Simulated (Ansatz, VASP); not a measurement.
One calculation of Be, two programs

```
Be
1.0
     2.26456    0.00000    0.00000
    -1.13228    1.96117    0.00000
     0.00000    0.00000    3.56230
Be
2
Direct
  0.33333 0.66667 0.25000
  0.66667 0.33333 0.75000
```

Alike in both runs: functional PBE; k mesh 24 × 24 × 12; occupations fermi-dirac, width 0.15 eV; no spin polarisation.

Ansatz relaxed the structure, and its values are those at the end. VASP's run is a single point on that final structure, the one shown.

|  | VASP | Ansatz |
| --- | --- | --- |
| version | VASP 6.6.1 | Ansatz 0.2.0 |
| potentials or method | VASP PAW PBE potentials, release 64 (Be) | scalar-relativistic, plane waves, PAW |
| plane-wave cutoff (eV) | 520 | 420 |
| valence electrons in the cell | 4 | 4 |

```tsv
	VASP	Ansatz	Ansatz less VASP
gap on the k mesh at the Fermi level (eV)	none	none	-
pressure (GPa)	0.2	0.0	-0.15
```

A gap of «none» marks a metal or a gap that the smearing closes.
